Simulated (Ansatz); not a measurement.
**SnSe: how the settings move a relaxation**

Aim: see which settings change the result for SnSe, by how much, and at what cost.

Program: Ansatz 0.2.0. Level of theory: reference: DFT, PBE, PAW with Ansatz's default frozen-core files, scalar-relativistic. These are calculated values, not measurements.

## 1. Starting point

It takes space group P4/nmm (No. 129, tetragonal). Conventional cell: a = 4.198 Å, b = 4.198 Å, c = 10.766 Å, α = 90.00°, β = 90.00°, γ = 90.00°. Around Sn (site symmetry 4mm) lie 5 Se at 2.62 to 2.97 Å. Se (site symmetry 4mm) has 5 Sn at 2.62 to 2.97 Å as nearest neighbours.

Coordinates:

```cif
data_structure
_symmetry_space_group_name_H-M 'P4/nmm:1'
_symmetry_Int_Tables_number 129
_cell_length_a 4.1978
_cell_length_b 4.1978
_cell_length_c 10.7663
_cell_angle_alpha 90.000
_cell_angle_beta 90.000
_cell_angle_gamma 90.000
_cell_volume 189.72
loop_
_atom_site_label
_atom_site_type_symbol
_atom_site_symmetry_multiplicity
_atom_site_Wyckoff_symbol
_atom_site_fract_x
_atom_site_fract_y
_atom_site_fract_z
_atom_site_occupancy
Sn1 Sn 2 c 0.50000 0.00000 0.37223 1
Se1 Se 2 c 0.50000 0.00000 0.61604 1
```

## 2. The reference run

Contents of input.yaml:

```yaml
crystal:
  lattice:
    - [4.197847211, 0.0, 0.0]
    - [0.0, 4.197847211, 0.0]
    - [0.0, 0.0, 10.7663293357]
  atoms:
    - { symbol: Sn, position: [0.5, 0.0, 0.37222911] }
    - { symbol: Sn, position: [0.0, 0.5, 0.62777089] }
    - { symbol: Se, position: [0.5, 0.0, 0.61603949] }
    - { symbol: Se, position: [0.0, 0.5, 0.38396051] }
kpoints:
  mp_grid: { grid: [6, 6, 3] }
scf:
  occupations: { method: fermi_dirac, width: 0.02 }
hamiltonian:
  xc: pbe
  pseudopotentials: { kind: paw }
output:
  forces: true
  stress: true
  efg: { contact_densities: true }
relax:
  f_tol: 0.005
  max_steps: 80
  cell: {}
```

On the command line:

```bash
ansatz run input.yaml --threads 1 --pin off --max-ram 3072MiB --backend cpu --events-out ev --progress --plain --runs-dir out
```

## 3. Changed: occupations.method cold, occupations.width 0.001

input.yaml, as its differences from that of step 2:

```diff
@@ -13,3 +13,3 @@
 scf:
-  occupations: { method: fermi_dirac, width: 0.02 }
+  occupations: { method: cold, width: 0.001 }
 hamiltonian:
```

Before running it: what results should come out? Wanted: for each run, ending; energy change; pressure; gap; force.

The runs gave:

| run | ending | energy change | pressure (GPa) | gap (eV) | force (eV/Å) | cycles | time |
| --- | --- | --- | --- | --- | --- | --- | --- |
| reference | converged | 0 | 0.0 | 1.52 | 0.00 | 38 | 1.9 min |
| 1: occupations.method cold, occupations.width 0.001 | converged | 0.0 meV/atom (σ→0) | 0.0 | 1.52 | 0.00 | 38 | 1.9 min |

What this shows: The changed input (smearing) leaves the energy the same to the digits printed.
